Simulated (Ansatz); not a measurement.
**A vibration from a frozen displacement in HfN**

Theory: DFT PBE, scalar-relativistic, plane waves, PAW (Ansatz). Cutoff 420 eV, Γ-centred 18×18×18 k-points, Gaussian smearing of 0.15 eV. Spin–orbit coupling is left out, which matters for the heavy elements here. No spin polarisation. Energies are free energies at this smearing, counted from the undisturbed cell; pressure is positive in compression.

The starting cell (as given, not relaxed at this level; it stands at 5.4 GPa):

```
Hf N
1.0
     0.00000    2.25900    2.25900
     2.25900    0.00000    2.25900
     2.25900    2.25900    0.00000
Hf N
1 1
Direct
  0.00000 0.00000 0.00000
  0.50000 0.50000 0.50000
```

Every N atom is moved by x along the Cartesian unit vector (0.000, -0.707, -0.707); the cell and all other atoms stay fixed. The cell's volume is 23.06 Å³; the moved atoms weigh 14.007 u together and the others 178.490 u.

| x (Å) | ΔE (meV/cell) | total force on the moved atoms along the move (eV/Å) | pressure (GPa) |
| --- | --- | --- | --- |
| -0.2000 | 233.32 | 2.3162 | 10.6016 |
| -0.1000 | 58.96 | 1.1738 | 6.7479 |
| 0.0000 | 0.00 | 0.0000 | 5.4382 |
| 0.0500 | 14.79 | -0.5909 | 5.7662 |
| 0.1500 | 131.92 | -1.7429 | 8.3661 |

Q: What frequency belongs to this motion?

A: The force constant is k = −dF/dx = 11.791 eV/Å², from the parabola through x = -0.1000, 0 and 0.0500. In every cell the moved atoms swing against the rest, so the mass is μ = m₁m₂/(m₁ + m₂) = 12.988 u, and ν̃ = 521.5 cm⁻¹ × √(|k|/μ) = 497 cm⁻¹, at this cell's pressure of 5.4 GPa. To first order in x, and within 1 %, the force on every atom lies along the move and, within each of the two groups, in proportion to the atom's mass, so this is itself a mode at the zone centre of this cell.

Q: How far does the harmonic law reach?

A: At x = -0.200 Å, kx²/2 = 235.82 meV against the computed 233.32 meV (-1.1 %): the well is still close to harmonic there.

In a metal these slopes depend on the k mesh and the smearing.

The smooth, nearly parabolic well shows that rocksalt HfN resists displacement of the nitrogen sublattice against hafnium. The high frequency reflects both the light nitrogen atom, which does most of the moving, and stiff bonding with mixed Hf 5d–N 2p covalent and ionic character. Cubic symmetry makes the three zone-centre optical modes equivalent in the harmonic limit. Because HfN is a metal, its carriers screen the long-range electric field that would split off a longitudinal mode in an insulator, so 497 cm⁻¹ stands for all three.

The pressure rises with displacement in either direction, roughly as its square. This means that the mode stiffens on compression, as expected when shorter Hf–N contacts strengthen the short-range repulsion. Relaxing the cell to zero pressure should therefore lower the frequency somewhat. The restoring force found here establishes stability only against this zone-centre motion; it does not test the acoustic branches at finite wavevector, where electron–phonon coupling can produce marked softening in transition-metal nitrides.
